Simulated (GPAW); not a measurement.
A run of GPAW 26.7.0 is set up as follows.

The input run.py:

```python
from ase import Atoms
from ase.dft.bandgap import bandgap
from ase.io import write
from ase.units import GPa
from gpaw import GPAW, PW, setup_paths

setup_paths.insert(0, '.')

atoms = Atoms(['V', 'V'],
              cell=[[2.6042941027, 0.0, 0.0],
                    [-1.3021470513, 2.2553848518, 0.0],
                    [0.0, 0.0, 4.723336]],
              scaled_positions=[[0.3333333333, 0.6666666667, 0.25],
                                [0.6666666667, 0.3333333333, 0.75]],
              pbc=True)
atoms.set_initial_magnetic_moments([2.0, 2.0])

calc = GPAW(mode=PW(600),
            xc='PBEsol',
            kpts={'size': (9, 9, 4), 'gamma': True},
            occupations={'name': 'fermi-dirac', 'width': 0.05},
            nbands=26,
            convergence={'density': 1e-05, 'energy': 1e-05},
            maxiter=150,
            txt='gpaw.txt')
atoms.calc = calc
energy = atoms.get_potential_energy()
forces = atoms.get_forces()
stress = atoms.get_stress()
calc.write('gs.gpw')
write('result.traj', atoms)
print(f'Energy: {energy:.6f} eV')
print('Forces (eV/A):')
print(forces.round(4))
print('Stress (GPa):', (stress / GPa).round(3))
print('Moments:', calc.get_magnetic_moments().round(3))
print('Fermi level:', round(calc.get_fermi_level(), 4), 'eV')
print(f'Gap: {bandgap(calc)[0]:.4f} eV, direct: {bandgap(calc, direct=True)[0]:.4f} eV')

path = atoms.cell.bandpath('GMKGALHA,LM,KH', npoints=80, eps=1e-4)
bs_calc = calc.fixed_density(kpts=path, symmetry='off', nbands=37,
                             convergence={'bands': 'CBM+6.0', 'eigenstates': 1e-6}, txt='bands.txt')
bs = bs_calc.band_structure()
bs.write('bs.json')
print(f'Gap on the path: {bandgap(bs_calc)[0]:.4f} eV')
```

Potentials or basis: PAW data sets generated in the run's folder for this functional, pw.

Launch:

```bash
$ gpaw-setup -f PBEsol V
$ OMP_NUM_THREADS=1 python run.py
```

Question: Predict the net moment.

Answer: 0.00 μB per cell.

Question: Predict the band gap along the path.

Answer: None (metal or under the smearing width).

Question: Predict the pressure.

Answer: -5.8 GPa.

Stress tensor (GPa, compression positive):
```
-5.43  0.00  0.00
 0.00 -5.43  0.00
 0.00  0.00 -6.43
```
